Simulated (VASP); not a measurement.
A run of VASP 6.6.1:

INCAR

```
SYSTEM = CdF2
PREC = Accurate ; ENCUT = 520
EDIFF = 1E-6 ; ISMEAR = 0
SIGMA = 0.05 ; LREAL = .False.
LASPH = .True. ; NELM = 100
ALGO = Normal ; ISIF = 2
LWAVE = .False. ; LCHARG = .False.
GGA = CA ; NBANDS = 20
```

Contents of KPOINTS:

```
regular mesh
0
Gamma
  8 8 8
  0 0 0
```

File POSCAR:

```
CdF2
1.0
    0.0000000000      2.6488277134      2.6488277134
    2.6488277134      0.0000000000      2.6488277134
    2.6488277134      2.6488277134      0.0000000000
Cd F
1 2
Direct
   -0.1132576492      0.0000000000      0.0000000000
    0.2500000000      0.2500000000      0.2500000000
    0.7500000000      0.7500000000      0.7500000000
```

Potentials or basis: VASP PAW LDA potentials, release 64 (Cd, F).

Command:

```console
$ cat potpaw_LDA.64/Cd/POTCAR potpaw_LDA.64/F/POTCAR > POTCAR
$ mpirun -np 1 vasp_std > vasp.out
```

Hardware: 1 thread of Intel(R) Xeon(R) Platinum 8375C CPU @ 2.90GHz (Ice Lake) (shared host).

Task: Estimate the wall time of this run.

Result: Run time: 91 s on 1 thread of Intel(R) Xeon(R) Platinum 8375C CPU @ 2.90GHz (Ice Lake) (shared host), peak memory 0.19 GiB. Counts: scf iterations 12, k points 95.
